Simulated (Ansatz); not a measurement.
# Pt (P6_3/mmc) in Ansatz: notebook

One crystal, Pt, is run at these levels: BHLYP, PBEsol; tasks: atomic charges, electron localisation function.

Program: Ansatz 0.2.0. These are calculated values, not measurements. Logs are shortened: lines on timing, memory, paths and dates and some standing lists are left out, and cuts for length are marked.

**1. The crystal as given**

The structure is hexagonal, space group P6_3/mmc (No. 194). The conventional cell has a = 2.761 Å, b = 2.761 Å, c = 4.792 Å, α = 90.00°, β = 90.00°, γ = 120.00°. Pt (site symmetry -6m2) is surrounded by 12 Pt at 2.76 to 2.88 Å.

This isn't the form of Pt at room conditions, which is fcc.

**2. Atomic charges, BHLYP**

Input file run.py:

```python
import json

import ase.io
import numpy as np

import ansatz as az

atoms = ase.io.read("Pt.cif")
atoms.info.pop("occupancy", None)

calculation = (
    az.Crystal.from_ase(atoms)
    .calculation()
    .kpoints(8, 8, 4)
    .functional(az.LibraryFunctional(name="BHLYP"))
    .pseudopotentials(kind="paw")
    .occupations(method="fermi_dirac", width=0.1)
    .density()
    .potential()
    .output_files(volumetric_format="npy")
    .populations(orbitals="intrinsic")
    .electron_localization_function()
    .bader_charges()
    .forces()
    .stress()
    .band_table(publish=True)
)
outcome = calculation.run(threads=2, events_out="events.jsonl")

report = outcome.report
for line in open("events.jsonl"):
    event = json.loads(line)
    if event["event"] == "scf_iter":
        d = event["data"]
        print(f"SCF {d['iter']:3d}  HF = {d['harris_foulkes_ev']:.6f} eV  dr2 = {d['dr2_ev']:.2e} eV")
    elif event["event"] in ("relax_step", "md_step"):
        d = event["data"]
        print(f"{event['event']} {d['step']:3d}  E = {d['lagrangian_ev']:.6f} eV")
np.set_printoptions(precision=5, suppress=True, linewidth=110)
print("converged:", report["converged"], "after", report["n_iterations"], "iterations")
print(f"free energy {report['free_energy_ev']:.6f} eV, Fermi level {report['fermi_energy_ev']:.4f} eV")
for key in ("band_edges_ev", "magnetization_mub", "site_moments_mub", "site_moments_nc_mub", "forces_ev_ang",
                "stress_gpa", "kpoints_frac", "eigenvalues_ev"):
    if report.get(key) is not None:
        print(key, np.array(report[key]), sep="\n")
```

Input file Pt.cif:

```cif
data_Pt
_cell_length_a 2.76066562
_cell_length_b 2.76066562
_cell_length_c 4.79213400
_cell_angle_alpha 90.00000000
_cell_angle_beta 90.00000000
_cell_angle_gamma 120.00000000
_space_group_name_H-M_alt 'P6_3/mmc'
_space_group_name_Hall '-P 6c 2c'
_space_group_IT_number 194
loop_
_space_group_symop_operation_xyz
'x,y,z'
'-x,-y,-z'
'x-y,x,z+1/2'
'-x+y,-x,-z+1/2'
'-y,x-y,z'
'y,-x+y,-z'
'-x,-y,z+1/2'
'x,y,-z+1/2'
'-x+y,-x,z'
'x-y,x,-z'
'y,-x+y,z+1/2'
'-y,x-y,-z+1/2'
'-y,-x,-z+1/2'
'y,x,z+1/2'
'-x,-x+y,-z'
'x,x-y,z'
'-x+y,y,-z+1/2'
'x-y,-y,z+1/2'
'y,x,-z'
'-y,-x,z'
'x,x-y,-z+1/2'
'-x,-x+y,z+1/2'
'x-y,-y,-z'
'-x+y,y,z'
loop_
_atom_site_label
_atom_site_type_symbol
_atom_site_symmetry_multiplicity
_atom_site_Wyckoff_symbol
_atom_site_fract_x
_atom_site_fract_y
_atom_site_fract_z
_atom_site_occupancy
Pt1 Pt 2 c 0.3333333333 0.6666666667 0.2500000000 1
```

Potentials or basis: Ansatz PAW.

The run is started by

```console
> python run.py
```

The log of the run:

```text
DeckWarning: basis.ecutwfc = 420 eV, auto-derived from the records' recommended cutoffs: set by Pt (normal level)
DeckWarning: output.stress: scf.convergence.dr2_threshold = 1e-7 eV (the SCF's general default) is looser than the 2e-10 eV advised for a printed stress (1e-10 eV for each atom of the cell: 2). What an SCF threshold leaves in a stress goes as its square root, and in the free energy as the threshold itself, and one threshold admits the most on a small cell: of the crystals measured, under no hybrid functional and no lock of the mo [...]
DeckWarning: output.stress: scf.exx.energy_threshold = 1e-6 eV is looser than the 2e-8 eV advised for a stress under a hybrid functional (1e-8 eV for each atom of the cell: 2). Every SCF of the exchange loop can meet its threshold on dr2 while the loop round them stops early: no threshold on dr2 bounds what that leaves in the stress. Set scf.exx.energy_threshold to 2e-8 eV or tighter. The threshold is the loop's pass mark: a loop [...]
PlacementWarning: RAYON_NUM_THREADS=2 ignored (pool sized by the plan → 2); use plan(threads=…)
SCF   1  HF = -25097.974738 eV  dr2 = 9.39e-03 eV
SCF   2  HF = -25097.975643 eV  dr2 = 3.77e-03 eV
SCF   3  HF = -25097.975945 eV  dr2 = 1.74e-04 eV
SCF   4  HF = -25097.975968 eV  dr2 = 4.84e-06 eV
SCF   5  HF = -25097.975974 eV  dr2 = 3.33e-07 eV
SCF   6  HF = -25097.975974 eV  dr2 = 1.62e-08 eV
SCF   7  HF = -25097.975974 eV  dr2 = 7.27e-10 eV
SCF   1  HF = -25054.571489 eV  dr2 = 1.01e-01 eV
SCF   2  HF = -25054.552598 eV  dr2 = 5.67e-02 eV
SCF   3  HF = -25054.546849 eV  dr2 = 3.93e-02 eV
[... 21 lines left out ...]
SCF   2  HF = -25054.714777 eV  dr2 = 5.64e-05 eV
SCF   3  HF = -25054.715300 eV  dr2 = 1.17e-05 eV
SCF   4  HF = -25054.715298 eV  dr2 = 8.25e-06 eV
SCF   5  HF = -25054.715319 eV  dr2 = 4.27e-06 eV
SCF   6  HF = -25054.715326 eV  dr2 = 1.89e-06 eV
SCF   7  HF = -25054.715328 eV  dr2 = 7.89e-07 eV
SCF   8  HF = -25054.715330 eV  dr2 = 2.04e-07 eV
SCF   9  HF = -25054.715330 eV  dr2 = 9.96e-09 eV
SCF   1  HF = -25054.715330 eV  dr2 = 2.77e-09 eV
SCF   2  HF = -25054.715330 eV  dr2 = 5.40e-10 eV
converged: True after 41 iterations
free energy -25054.715330 eV, Fermi level 21.1163 eV
magnetization_mub
0.0
forces_ev_ang
[[-0.  0.  0.]
 [ 0. -0.  0.]]
stress_gpa
[[-3.06992 -0.       0.     ]
 [-0.      -3.06992  0.     ]
 [ 0.       0.       1.76387]]
kpoints_frac
[[ 0.     0.     0.   ]
 [ 0.     0.     0.25 ]
 [ 0.     0.    -0.5  ]
 [ 0.     0.125  0.   ]
 [ 0.     0.125  0.25 ]
 [ 0.     0.125 -0.5  ]
 [ 0.     0.25   0.   ]
[... 20 lines left out ...]
 [ 0.25   0.375  0.   ]
 [ 0.25   0.375  0.25 ]
 [ 0.25   0.375 -0.5  ]]
eigenvalues_ev
[[-86.01572 -85.98897 -37.84138 -37.46081 -37.46081 -37.38249 -37.38249 -37.34293   9.66158  12.0868
   15.37774  15.96431  15.96431  16.44006  16.44006  17.42542  17.42542  19.65673  19.65673  21.88778
   29.10091  39.92928]
 [-86.01186 -85.99307 -37.76601 -37.45021 -37.45021 -37.41531 -37.39417 -37.39417  10.30968  12.10319
   15.3098   15.88012  15.88012  16.2584   16.2584   17.89154  17.89154  18.68768  19.47951  19.47951
   32.20386  38.91318]
 [-86.00261 -86.00261 -37.58906 -37.58906 -37.42173 -37.42173 -37.42173 -37.42173  11.63303  11.63303
   15.85961  15.85961  15.95863  15.95863  15.95863  15.95863  18.7734   18.7734   18.7734   18.7734
   36.94744  36.94744]
 [-86.01003 -85.98413 -37.81798 -37.53693 -37.48318 -37.46755 -37.40373 -37.35184  10.36243  12.66748
   15.25017  15.99281  16.31061  16.53855  16.70879  16.99202  17.14898  17.68798  19.67637  24.93528
   29.0554   40.57466]
 [-86.00649 -85.98814 -37.75395 -37.52333 -37.49318 -37.47193 -37.41561 -37.40587  10.97548  12.72676
   15.32046  15.5963   15.74365  16.36563  16.77321  16.88467  17.75423  17.86795  19.45109  22.46559
   32.43219  39.74027]
 [-85.99717 -85.99717 -37.60333 -37.60333 -37.4813  -37.4813  -37.44338 -37.44338  12.29149  12.29149
   15.14864  15.14864  15.95297  15.95297  16.44328  16.44328  18.7029   18.7029   19.32434  19.32434
   37.27857  37.27857]
 [-85.99503 -85.97485 -37.75335 -37.72936 -37.66965 -37.53781 -37.45421 -37.38026  11.98223  13.33982
   14.85348  15.46072  15.65156  16.58983  16.73959  17.67156  18.09685  18.63243  19.69128  28.55013
   28.99657  37.27709]
 [-85.99227 -85.97804 -37.7721  -37.6939  -37.64827 -37.52594 -37.46665 -37.42146  12.30377  13.49173
   14.62403  15.04647  15.72127  16.8174   16.91794  18.11319  18.18738  18.45537  19.53603  24.68058
   33.07936  37.98949]
 [-85.98502 -85.98502 -37.741   -37.741   -37.52533 -37.52533 -37.49617 -37.49617  13.11095  13.11095
   14.53046  14.53046  16.39173  16.39173  17.42999  17.42999  18.97515  18.97515  20.43442  20.43442
   37.28008  37.28008]
 [-85.97894 -85.96516 -37.92187 -37.86978 -37.67177 -37.59137 -37.50301 -37.42654  12.73074  12.96964
   13.59368  16.11836  16.12211  16.20615  17.08941  19.68133  20.35201  20.64439  20.90598  29.64553
   31.7111   32.14897]
 [-85.97684 -85.96706 -37.93407 -37.89132 -37.61588 -37.57869 -37.51634 -37.44846  12.49471  12.97595
   14.108    14.51349  16.52037  17.09836  18.91991  19.00102  20.33987  20.42756  20.7456   26.50937
   32.36203  34.67345]
 [-85.97207 -85.97207 -37.92823 -37.92823 -37.54774 -37.54774 -37.51873 -37.51873  12.70955  12.70955
   14.02732  14.02732  17.59313  17.59313  18.84251  18.84251  20.61472  20.61472  22.75868  22.75868
   33.9983   33.9983 ]
 [-85.9718  -85.96261 -38.00579 -37.95355 -37.62369 -37.61549 -37.5245  -37.45884  12.54186  12.90537
   13.16767  15.88964  15.94606  16.81658  17.88169  19.66611  22.33788  22.36909  25.36821  27.47061
   31.88874  33.31466]
 [-85.97041 -85.96385 -38.01522 -37.97445 -37.60224 -37.58349 -37.53817 -37.46944  12.32073  12.67823
   13.87925  14.40772  16.37913  17.50828  18.95615  20.1629   22.34628  22.37169  24.14333  26.81619
   31.45029  31.69176]
 [-85.96719 -85.96719 -38.00973 -38.00973 -37.57057 -37.57057 -37.5136  -37.5136   12.47221  12.47221
   13.80368  13.80368  17.54703  17.54703  19.98435  19.98435  22.36875  22.36875  24.68943  24.68943
   31.1084   31.1084 ]
 [-85.99917 -85.97702 -37.77353 -37.65848 -37.61356 -37.51789 -37.45076 -37.37073  11.60307  13.5615
   14.81828  15.44802  15.83397  16.30006  16.5465   17.32057  17.78559  18.56363  19.58765  27.65635
   29.00596  39.7087 ]
 [-85.99616 -85.98051 -37.74616 -37.63106 -37.62157 -37.51392 -37.46195 -37.41457  12.09146  13.72658
   14.79558  14.98245  15.49835  16.09439  16.92859  17.59762  18.26509  18.27776  19.51593  24.21656
   32.93115  39.93037]
 [-85.98824 -85.98824 -37.68259 -37.68259 -37.527   -37.527   -37.48304 -37.48304  13.24402  13.24402
   14.6789   14.6789   15.56778  15.56778  17.28257  17.28257  18.95785  18.95785  20.13849  20.13849
   37.63634  37.63634]
 [-85.9839  -85.96785 -37.83086 -37.79541 -37.69889 -37.59458 -37.5197  -37.4099   13.14075  13.64788
   14.08943  15.31457  15.75155  16.0066   16.70822  17.82454  19.46835  19.93629  22.05204  29.45177
   30.90049  34.61593]
 [-85.98154 -85.97015 -37.84975 -37.81414 -37.63467 -37.58615 -37.53102 -37.43488  13.01564  13.84563
   14.09696  14.93289  15.8372   16.60323  16.76663  18.24804  18.8398   20.27645  22.11752  26.20869
   33.51304  36.05228]
 [-85.97585 -85.97585 -37.84563 -37.84563 -37.57364 -37.57364 -37.50687 -37.50687  13.29642  13.29642
   14.55034  14.55034  16.3607   16.3607   17.36894  17.36894  20.46645  20.46645  22.71433  22.71433
   36.16129  36.16129]
 [-85.97135 -85.9626  -37.96154 -37.91012 -37.65316 -37.62407 -37.56717 -37.45897  13.12594  13.3473
   13.43769  15.66105  16.05184  16.6776   16.971    19.38675  20.03434  21.9574   25.20771  29.62513
[... 9 lines left out ...]
   32.1489   32.85674]
 [-85.97029 -85.96385 -37.89557 -37.89209 -37.69767 -37.65885 -37.56798 -37.46188  13.53098  13.88552
   14.54445  15.02403  15.72535  16.35275  16.76797  18.24787  19.08019  22.1193   25.66031  29.12666
   31.92288  33.63415]
 [-85.96731 -85.96731 -37.90662 -37.90662 -37.68589 -37.68589 -37.49786 -37.49786  13.52142  13.52142
   14.99618  14.99618  16.03663  16.03663  17.11377  17.11377  21.63187  21.63187  26.50925  26.50925
   33.78637  33.78637]
 [-85.96545 -85.96122 -37.91238 -37.85554 -37.76654 -37.69666 -37.5701  -37.50195  13.39643  14.27437
   14.47896  15.46622  15.70334  15.87824  17.15916  18.93714  19.55278  20.41417  28.16102  28.44978
   31.15151  34.89163]
 [-85.96475 -85.96168 -37.91387 -37.87731 -37.77192 -37.71611 -37.53525 -37.48988  13.44447  14.34977
   14.60804  14.65069  15.52355  16.63815  17.43971  18.20175  19.8394   20.64946  28.72505  28.75615
   31.88226  33.36769]
 [-85.96327 -85.96327 -37.90819 -37.90819 -37.75289 -37.75289 -37.49317 -37.49317  13.68234  13.68234
   14.82468  14.82468  15.98738  15.98738  17.71774  17.71774  20.59611  20.59611  29.58378  29.58378
   31.29006  31.29006]]
```

Run time: 39 s. Hardware: 2 threads of Arm Neoverse V1, shared host; peak memory 1.2 GiB.

Results:

```
Free energy            : -25054.7153 eV
Pressure               : -1.5 GPa
Band gap on the k mesh : none (metal or under the smearing width)
```

Stress tensor (GPa, compression positive):
```
-3.07  0.00  0.00
 0.00 -3.07  0.00
 0.00  0.00  1.76
```

Caveat: the potentials were made for another functional, which shifts forces and pressure; the thresholds are loose for stress.

**3. Electron localisation function, PBEsol, non-collinear spin, antiferromagnetic start, spin-orbit coupling (cell strained at random at fixed volume)**

Changes to run.py since step 2:

```diff
@@ -9,2 +9,3 @@
 atoms.info.pop("occupancy", None)
+atoms.set_initial_magnetic_moments([[0.289, 0.289, 0.289], [-0.289, -0.289, -0.289]])
 
@@ -13,6 +14,7 @@
     .calculation()
-    .kpoints(8, 8, 4)
-    .functional(az.LibraryFunctional(name="BHLYP"))
-    .pseudopotentials(kind="paw")
-    .occupations(method="fermi_dirac", width=0.1)
+    .kpoints(8, 8, 5)
+    .functional("pbesol")
+    .pseudopotentials(kind="nc_fr", accuracy="standard")
+    .spin("noncollinear", soc=True)
+    .occupations(method="cold", width=0.05)
     .density()
@@ -20,5 +22,3 @@
     .output_files(volumetric_format="npy")
-    .populations(orbitals="intrinsic")
     .electron_localization_function()
-    .bader_charges()
     .forces()
@@ -42,3 +42,3 @@
 for key in ("band_edges_ev", "magnetization_mub", "site_moments_mub", "site_moments_nc_mub", "forces_ev_ang",
-                "stress_gpa", "kpoints_frac", "eigenvalues_ev"):
+                "stress_gpa"):
     if report.get(key) is not None:
```

Input file Pt.cif:

```cif
data_Pt
_cell_length_a 2.74560010
_cell_length_b 2.78342388
_cell_length_c 4.74891096
_cell_angle_alpha 88.76046470
_cell_angle_beta 90.90834933
_cell_angle_gamma 119.33873304
_space_group_name_H-M_alt 'P1'
_space_group_name_Hall 'P 1'
_space_group_IT_number 1
loop_
_space_group_symop_operation_xyz
'x,y,z'
loop_
_atom_site_label
_atom_site_type_symbol
_atom_site_symmetry_multiplicity
_atom_site_Wyckoff_symbol
_atom_site_fract_x
_atom_site_fract_y
_atom_site_fract_z
_atom_site_occupancy
Pt1 Pt 1 a 0.3333333333 0.6666666667 0.2500000000 1
Pt2 Pt 1 a 0.6666666667 0.3333333333 0.7500000000 1
```

Potentials or basis: PseudoDojo standard.

The run is started by

```console
> python run.py
```

It took 8.9 min on 2 threads of Arm Neoverse V1, shared host; peak memory 2.2 GiB.

Results (log left out):

| Quantity | Value |
| --- | --- |
| Free energy | -7117.2756 eV |
| Pressure | -10.4 GPa |
| Largest force | 0.011 eV/Å |
| Band gap on the k mesh | none (metal or under the smearing width) |
| Net moment | 0.00 μB per cell |
| Absolute moment | 0.00 μB per cell |

Forces on the atoms (eV/Å):
```
Pt  -0.006  0.005 -0.007
Pt   0.006 -0.005  0.007
```

Stress tensor (GPa, compression positive):
```
 -7.98  -0.44   0.55
 -0.44 -12.94  -0.48
  0.55  -0.48 -10.38
```

Levels at points of the mesh, in eV from the Fermi level:
```tsv
k point	band 32	band 33	band 34	band 35	band 36	band 37	band 38	band 39	band 40	band 41
(0.00, 0.00, 0.00)	-2.11	-1.59	-1.59	-0.98	-0.98	-0.76	-0.76	0.04	0.04	4.75
(0.00, -0.50, 0.00)	-0.24	0.09	0.09	0.42	0.42	2.07	2.07	3.38	3.38	6.54
(-0.50, 0.00, 0.00)	-0.27	0.13	0.13	0.45	0.45	2.17	2.17	3.55	3.55	6.76
(-0.50, -0.50, 0.00)	-0.27	0.15	0.15	0.46	0.46	2.19	2.19	3.59	3.59	6.78
```

Moments on the atoms (μB; x, y, z):
```
Pt  0.00 0.00 0.00
Pt  0.00 0.00 0.00
```

Caveat: the starting moments weren't kept; the thresholds are loose for stress.
